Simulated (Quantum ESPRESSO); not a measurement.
Pt:

```xyz
1
Lattice="0.0000 1.9609 1.9609 1.9609 0.0000 1.9609 1.9609 1.9609 0.0000" Properties=species:S:1:pos:R:3 pbc="T T T"
Pt    0.0000    0.0000    0.0000
```

| Property | Result |
| --- | --- |
| Program | Quantum ESPRESSO 7.5 |
| Task | phonon dispersion |
| Functional | PBE |
| Potentials or basis | GBRV 1.5 PBE |
| Cutoff | 612 eV |
| Density cutoff | 4898 eV |
| k mesh | 12 × 12 × 12 |
| Occupations | cold, width 0.2 eV |
| Spin | no spin polarisation |
| Mixing beta | 0.5 |
| Most SCF iterations | 120 |
| SCF threshold | 2e-10 Ry |
| q mesh | 2 × 2 × 2 |

The cell and the atoms were relaxed first, to 15.57 Å³/atom (a = 2.803 Å, b = 2.803 Å, c = 2.803 Å, α = 60.00°, β = 60.00°, γ = 60.00°), and the response was taken there.

Is this structure dynamically stable at this level, and how far does the spectrum reach?

Yes, as far as this q mesh shows: no mode on the path is imaginary. The highest frequency is 187 cm⁻¹.

Phonon frequencies at the corners of the path (cm⁻¹, interpolated; i marks imaginary ones):
```csv
point,frequencies
Γ,0 0 0
X,123 123 182
W,125 157 157
K,114 148 169
L,89 89 187
U,114 148 169
```

Harmonic thermodynamics per atom at this volume (zero-point energy 22.9 meV, Debye temperature from the second moment 238 K):
| T (K) | free energy (meV) | entropy (k_B) | heat capacity Cv (k_B) |
| --- | --- | --- | --- |
| 50 | 22.2 | 0.56 | 1.23 |
| 100 | 17.1 | 1.82 | 2.30 |
| 200 | -7.0 | 3.61 | 2.80 |
| 298.15 | -42.7 | 4.76 | 2.91 |
| 500 | -139.7 | 6.28 | 2.97 |
| 800 | -321.4 | 7.68 | 2.99 |

Phonon states per cell in windows of 10 cm⁻¹ (negative: imaginary):
```csv
from (cm⁻¹),total
0,0.00
10,0.00
20,0.01
30,0.02
40,0.03
50,0.05
60,0.08
70,0.13
80,0.20
90,0.32
100,0.34
110,0.36
120,0.26
130,0.20
140,0.19
150,0.12
160,0.36
170,0.31
180,0.05
```

A q mesh this small can miss soft modes between its points.

Caveat: the q mesh is small, so phonon branches between its points and thermal values are rough.
